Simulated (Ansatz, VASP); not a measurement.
# TiC in VASP and in Ansatz

```xyz
2
Lattice="2.6386 0.0000 0.0000 0.0000 2.6386 0.0000 0.0000 0.0000 2.6386" Properties=species:S:1:pos:R:3 pbc="T T T"
Ti    0.0000    0.0000    0.0000
C     1.3193    1.3193    1.3193
```

Alike in both runs: functional PBE; k mesh 14 × 14 × 14; occupations fermi-dirac, width 0.08 eV; no spin polarisation.

Ansatz relaxed the structure, and its values are those at the end. VASP's run is a single point on that final structure, the one shown.

|  | VASP | Ansatz |
| --- | --- | --- |
| version | VASP 6.6.1 | Ansatz 0.2.0 |
| potentials or method | VASP PAW PBE potentials, release 64 (Ti_sv, C), cutoff 520 eV | all-electron LAPW, scalar-relativistic |

VASP gave:

| Quantity | Value |
| --- | --- |
| pressure (GPa) | 21.2 |

Problem. What did Ansatz give for the same quantities?

Solution. Pressure (GPa): 21.0.

Ansatz ran all-electron here, so the differences hold the error of VASP's frozen core and of both bases.

Caveats: so large a pressure means that the cell lies far from this level's equilibrium, or that cutoff or potentials fall short (VASP).
